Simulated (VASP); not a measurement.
## BN (Qingsongite): relaxation of the atoms with PBE

BN (Qingsongite):

```
CELL_PARAMETERS angstrom
0.00000 1.84783 1.84783
1.84783 0.00000 1.84783
1.84783 1.84783 0.00000
ATOMIC_POSITIONS crystal
B 0.00000 0.00000 0.00000
N 0.25000 0.25000 0.25000
```

The cell isn't the ideal one: a relaxed cell with its volume scaled by 1.06.

```
Program                : VASP 6.6.1
Task                   : relaxation of the atoms
Functional             : PBE
Potentials or basis    : VASP PAW PBE potentials, release 64 (B, N)
Cutoff                 : 600 eV
k mesh                 : 14 × 14 × 14
Occupations            : gaussian, width 0.03 eV
Spin                   : no spin polarisation
Further INCAR settings : ALGO = Normal; EDIFF = 1e-07; IBRION = 2; EDIFFG = -0.01; NSW = 40
```

```yaml
Pressure_after_relaxing: -19.6 GPa
Band_gap_on_the_k_mesh: 4.39 eV, indirect (least direct gap 8.50 eV)
```

Final structure:
```xyz
2
Lattice="0.0000 1.8478 1.8478 1.8478 0.0000 1.8478 1.8478 1.8478 0.0000" Properties=species:S:1:pos:R:3 pbc="T T T"
B     0.0000    0.0000    0.0000
N     0.9239    0.9239    0.9239
```

Levels at points of the mesh, in eV from the valence-band top:
| k point | band 1 | band 2 | band 3 | band 4 | band 5 | band 6 | band 7 | band 8 |
| --- | --- | --- | --- | --- | --- | --- | --- | --- |
| (0.00, 0.00, 0.00) | -19.50 | 0.00 | 0.00 | 0.00 | 8.50 | 8.50 | 8.50 | 9.29 |
| (0.50, 0.00, 0.00) | -15.59 | -10.10 | -1.82 | -1.82 | 9.30 | 10.34 | 10.34 | 14.58 |
| (0.50, 0.50, 0.00) | -14.31 | -8.50 | -4.59 | -4.59 | 4.39 | 8.85 | 16.92 | 16.92 |

It took 16 s on 1 thread of Intel(R) Xeon(R) Platinum 8488C (Sapphire Rapids), with other jobs on the host, peak memory 0.14 GiB.

Caveat: the relaxation stopped at its first step, so nothing moved. A k mesh can miss the band edges.
